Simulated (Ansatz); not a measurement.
A run of Ansatz 0.2.0 is set up as follows.

File input.yaml:

```yaml
crystal:
  lattice:
    - [3.836, 0.0, 0.0]
    - [-1.918, 3.3220734489, 0.0]
    - [0.0, 0.0, 4.948]
  atoms:
    - { symbol: Ni, position: [0.6666666667, 0.3333333333, 0.75], spin: 1.0 }
    - { symbol: Ni, position: [0.3333333333, 0.6666666667, 0.25], spin: 1.0 }
    - { symbol: Ni, position: [0.0, 0.0, 0.5], spin: 1.0 }
    - { symbol: Ni, position: [0.0, 0.0, 0.0], spin: 1.0 }
    - { symbol: Si, position: [0.6666666667, 0.3333333333, 0.25] }
    - { symbol: Si, position: [0.3333333333, 0.6666666667, 0.75] }
hamiltonian:
  xc: pbesol
  pseudopotentials: { kind: paw }
magnetization:
  spin_polarized: true
kpoints:
  mp_grid: { grid: [6, 6, 5] }
scf:
  occupations: { method: fermi_dirac, width: 0.05 }
output:
  forces: true
  stress: true
  eigenvalues: true
relax:
  f_tol: 0.01
  max_steps: 40
  cell: { stress_tol: 0.05 }
```

Potentials or basis: Ansatz PAW.

Command:

```sh
$ ansatz run input.yaml --threads 2 --pin off --max-ram 5632MiB --backend cpu --events-out ev --progress --plain --runs-dir out
```

What does it give for the space group after relaxing (to 0.05 Å)?

P6_3/mmc (No. 194).

Predict the absolute moment.

0.00 μB per cell.

Predict the net moment.

0.00 μB per cell.

What does it give for the relaxed cell?

a = 3.868 Å, b = 3.868 Å, c = 4.916 Å, α = 90.00°, β = 90.00°, γ = 120.00°.

Step by step:
| step | energy change (eV) | largest force (eV/Å) | volume (Å³) |
| --- | --- | --- | --- |
| 1 | 0.0000 | 0.0000 | 63.05 |
| 2 | -0.0099 | 0.0000 | 63.40 |
| 3 | -0.0144 | 0.0000 | 63.70 |
| 4 | -0.0144 | 0.0000 | 63.70 |
| 5 | -0.0146 | 0.0000 | 63.70 |

Caveat: the plane-wave basis is chosen anew once the cell has moved, so the energies of steps on either side of that aren't comparable; the PAW data sets come from PBE, with cores solved anew for the run's functional, which leaves a small shift of forces and pressure; the starting moments weren't kept. Zero-point motion and thermal expansion aren't in these numbers.
